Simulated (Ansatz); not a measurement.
Cost and result for the atomization energy of `CCCCO` (15 atoms, 14 bonds).

```xyz
15

C    -0.8434    1.6689   -0.9520
C    -0.4071    0.7537    0.1783
C     0.0096   -0.6254   -0.3051
C     0.5040   -1.5353    0.8030
O     1.6510   -1.0387    1.4643
H    -1.1427    2.6513   -0.5800
H    -0.0333    1.8203   -1.6714
H    -1.6923    1.2482   -1.4989
H     0.4245    1.2050    0.7271
H    -1.2231    0.6443    0.9022
H    -0.8336   -1.1163   -0.8065
H     0.7960   -0.5281   -1.0668
H     0.6898   -2.5428    0.4057
H    -0.2615   -1.6299    1.5785
H     2.3621   -0.9752    0.8215
```

The species carries charge 0 and has multiplicity 1. The geometry is a stationary point of PBE0-D4/def2-TZVP. It is one conformer, not always the lowest. Program: Ansatz. All runs use 4 threads of an AMD EPYC 9R05 on a shared host. Times are those of one run each, without the atoms' runs, and a repeat can differ threefold. Electronic energies, without spin–orbit coupling; frozen cores. CCSD(T)/CBS adds CCSD(T) − MP2 in def2-TZVPP to the MP2 limit, and its time is that of the two runs behind it. T1 = 0.009. B3LYP takes the VWN-RPA correlation (the form of Gaussian; ORCA's B3LYP/G).

CCSD(T)/CBS is a level of theory with its own doubt, some kJ/mol a heavy atom from the limit and from the frozen cores, so smaller differences don't rank the functionals.

```
                             level  functions  wall time
   PBE-D4/def2-TZVPP (with forces)        295      1.1 s
                PBE0-D4/def2-TZVPP        295      1.3 s
r2SCAN-D4/def2-TZVPP (with forces)        295      1.7 s
 B3LYP-D4/def2-TZVPP (with forces)        295        2 s
                 B2PLYP/def2-TZVPP        295      2.4 s
                ωB97X-V/def2-TZVPP        295      2.9 s
  ωB97M-V/def2-TZVPP (with forces)        295      4.1 s
                    MP2/def2-QZVPP        585       13 s
                CCSD(T)/def2-TZVPP        295    2.7 min
                 CCSD(T)/CBS(def2)          –    2.9 min
```

(1) What atomization energy does each give, and how far from CCSD(T)/CBS? (Best estimate.)

Answers

(1) The calculation gave: 
| level | atomization (kJ/mol) | difference from CCSD(T)/CBS | per bond |
| --- | --- | --- | --- |
| PBE-D4/def2-TZVPP (with forces) | 5956.3 | 100.8 | 7.2 |
| PBE0-D4/def2-TZVPP | 5877.7 | 22.2 | 1.6 |
| r2SCAN-D4/def2-TZVPP (with forces) | 5858.7 | 3.2 | 0.2 |
| B3LYP-D4/def2-TZVPP (with forces) | 5852.1 | -3.4 | -0.2 |
| B2PLYP/def2-TZVPP | 5796.6 | -58.9 | -4.2 |
| ωB97X-V/def2-TZVPP | 5856.8 | 1.3 | 0.1 |
| ωB97M-V/def2-TZVPP (with forces) | 5865.9 | 10.4 | 0.7 |
| MP2/def2-QZVPP | 5861.5 | 6.0 | 0.4 |
| CCSD(T)/def2-TZVPP | 5728.0 | -127.5 | -9.1 |
| CCSD(T)/CBS(def2) | 5855.5 | 0.0 | 0.0 |

From PBE to PBE0 (25 % exact exchange), in def2-TZVPP and without D4, the atomization energy moves by −74.7 kJ/mol: exact exchange takes away binding that semilocal exchange gives to molecules. In def2-TZVPP, CCSD(T) changes the Hartree–Fock value by +1364.2 kJ/mol (the triples alone add +68.8 kJ/mol) and MP2 by +1422.9 kJ/mol; breaking electron pairs costs correlation energy, which Hartree–Fock lacks. The D4 term adds +37.7 kJ/mol with B3LYP and +19.9 kJ/mol with PBE0; it sums over pairs of atoms, weighted by their polarisabilities, and B3LYP, whose exchange is more repulsive, gets the larger term.
